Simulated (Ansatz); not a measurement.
Crystal: Sb.

```
Sb
1.0
     0.00000    2.37124    2.37124
     2.37124    0.00000    2.37124
     2.37124    2.37124    0.00000
Sb
1
Cartesian
  0.0000 0.0000 0.0000
```

This isn't the form of Sb at room conditions, which is rhombohedral.

Base run:

| Property | Result |
| --- | --- |
| Program | Ansatz 0.2.0 |
| Functional | PBEsol |
| Potentials or basis | Ansatz PAW |
| Cutoff | 420 eV |
| Density cutoff | 1680 eV |
| k mesh | 10 × 10 × 10 |
| Occupations | fermi-dirac, width 0.05 eV |
| Spin | no spin polarisation |

Its results: band gap on the k mesh none (metal or under the smearing width); pressure -1.2 GPa.

The run is repeated on the same cell with these changes: functional from PBEsol to r2SCAN; cutoff from 420 eV to 500 eV; density cutoff from 1680 eV to 2000 eV. What comes out?

Band gap on the k mesh none (metal or under the smearing width); pressure 1.1 GPa.

Caveats: the PAW data sets come from PBE, with cores solved anew for the run's functional, which leaves a small shift of forces and pressure.

Not every run made on this cell is shown here.
